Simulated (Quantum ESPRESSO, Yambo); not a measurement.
An input for Yambo 5.3.0 (AlAs (F-43m)):

```
HF_and_locXC
gw0
dyson
ppa
em1d
rim_cut
RandQpts= 1000000
RandGvec= 1 RL
EXXRLvcs= 100 Ry
VXCRLvcs= 400 Ry
Chimod= "HARTREE"
% BndsRnXp
 1 | 148 |
%
NGsBlkXp= 21 Ry
% LongDrXp
 1 | 1 | 1 |
%
% GbndRnge
 1 | 148 |
%
DysSolver= "n"
ExtendOut
PPAPntXp= 27.21138 eV
% QPkrange
 1 | 1 | 12 | 15 |
 7 | 7 | 12 | 15 |
%
```

```sh
OMP_NUM_THREADS=1 mpirun -n 4 yambo -F gw9.in -J gw9 -C gw9 > gw9.log
```

The stored states that it reads are on a 4×4×4 mesh. It takes space group F-43m (No. 216, cubic). The conventional cell has a = 5.661 Å, b = 5.661 Å, c = 5.661 Å, α = 90.00°, β = 90.00°, γ = 90.00°. Nearest to Al lie 4 As at 2.45 Å. Nearest to As lie 4 Al at 2.45 Å. Farther neighbours are not listed.

Question: Estimate wall time and host memory on 4 MPI ranks of Arm Neoverse N1, shared host.

It took 11 min; on shared hardware allow 5.3 min to 21 min. Peak host memory was 1.9 GiB.

The screening grows as filled bands × empty bands × pairs of k points, times the square of the screening basis for the matrix.

[Paths, hosts, dates, memory and timing lines, banners, echoed tables and standing remarks are left out of the program output.]

[Logs are printed without paths, hosts, clocks, repeated set-up lines and the standing remarks that a program may print on its own settings, such as how far it seeks lower states.]

[Runs of the session that timed out or met a known fault of the program may be left out.]

[Hosts, paths, dates, database ids (printed as entryN), source tags and the programs' standing remarks are cut or masked in the printed files.]
